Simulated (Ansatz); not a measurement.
# Si9O16: the cost of one run

All numbers below are computed with Ansatz 0.2.0 (DFT PBEsol, plane waves, PAW, scalar-relativistic, collinear spin).

### 1 The starting structure

The cell holds 25 atoms (O16Si9): a = 5.882 Å, b = 5.323 Å, c = 16.743 Å, α = 90.00°, β = 90.00°, γ = 90.00°.

As a file:

```xyz
25
Lattice="5.8821 0.0000 0.0000 0.0000 5.3226 0.0000 0.0000 0.0000 16.7428" Properties=species:S:1:pos:R:3 pbc="T T T"
Si    0.0000    0.0000    1.0000
Si    2.9411    1.3307    1.0000
O     0.0000    0.0000    2.8017
O     1.1394    1.3307    1.0000
O     2.9411    0.0000    2.1394
O     4.7428    1.3307    1.0000
Si    2.9411    0.0000    3.9411
Si    0.0000    1.3307    3.9411
O     2.9411    0.0000    5.7428
O     4.0804    1.3307    3.9411
O     5.8821    0.0000    5.0804
O     1.8017    1.3307    3.9411
Si    0.0000    2.6613    1.0000
Si    2.9411    3.9920    1.0000
O     0.0000    2.6613    2.8017
O     1.1394    3.9920    1.0000
O     2.9411    2.6613    2.1394
O     4.7428    3.9920    1.0000
Si    2.9411    2.6613    3.9411
Si    0.0000    3.9920    3.9411
O     2.9411    2.6613    5.7428
O     4.0804    3.9920    3.9411
O     5.8821    2.6613    5.0804
O     1.8017    3.9920    3.9411
Si   -0.0306    3.9723    6.3328
```

### 2 End point A

input.yaml

```yaml
crystal:
  lattice:
    - [5.882138, 0.0, 0.0]
    - [0.0, 5.3226, 0.0]
    - [0.0, 0.0, 16.742768]
  atoms:
    - { symbol: Si, position: [0.0, 0.0, 0.0597273] }
    - { symbol: Si, position: [0.5, 0.25, 0.0597273] }
    - { symbol: O, position: [0.0, 0.0, 0.1673379] }
    - { symbol: O, position: [0.1937, 0.25, 0.0597273] }
    - { symbol: O, position: [0.5, 0.0, 0.1277788] }
    - { symbol: O, position: [0.8063, 0.25, 0.0597273] }
    - { symbol: Si, position: [0.5, 0.0, 0.2353893] }
    - { symbol: Si, position: [0.0, 0.25, 0.2353893] }
    - { symbol: O, position: [0.5, 0.0, 0.3429999] }
    - { symbol: O, position: [0.6937, 0.25, 0.2353893] }
    - { symbol: O, position: [1.0, 0.0, 0.3034408] }
    - { symbol: O, position: [0.3063, 0.25, 0.2353893] }
    - { symbol: Si, position: [0.0, 0.5, 0.0597273] }
    - { symbol: Si, position: [0.5, 0.75, 0.0597273] }
    - { symbol: O, position: [0.0, 0.5, 0.1673379] }
    - { symbol: O, position: [0.1937, 0.75, 0.0597273] }
    - { symbol: O, position: [0.5, 0.5, 0.1277788] }
    - { symbol: O, position: [0.8063, 0.75, 0.0597273] }
    - { symbol: Si, position: [0.5, 0.5, 0.2353893] }
    - { symbol: Si, position: [0.0, 0.75, 0.2353893] }
    - { symbol: O, position: [0.5, 0.5, 0.3429999] }
    - { symbol: O, position: [0.6937, 0.75, 0.2353893] }
    - { symbol: O, position: [1.0, 0.5, 0.3034408] }
    - { symbol: O, position: [0.3063, 0.75, 0.2353893] }
    - { symbol: Si, position: [-0.0052008, 0.7463122, 0.378239], spin: 1.0 }
magnetization:
  spin_polarized: true
basis:
  ecutwfc: 420.0
kpoints:
  mp_grid: { grid: [2, 3, 1] }
hamiltonian:
  xc: pbesol
  pseudopotentials: { kind: paw, azcp: { folder: soft_1 } }
scf:
  occupations: { method: gaussian, width: 0.02 }
  lower_state_search: "off"
relax:
  f_tol: 0.03
  max_steps: 60
  adjacent_minimum: "off"
  constraints: [{ sites: [0, 1, 3, 5, 12, 13, 15, 17] }]
```

Launch:

```console
> ansatz run input.yaml --threads 4 --pin off --max-ram 10240MiB --backend cpu --events-out ev --progress --plain --runs-dir out
```

What time and memory should one allow on 4 threads of Arm Neoverse V2, shared host?

About 5.4 min, with a peak of 1.7 GiB.
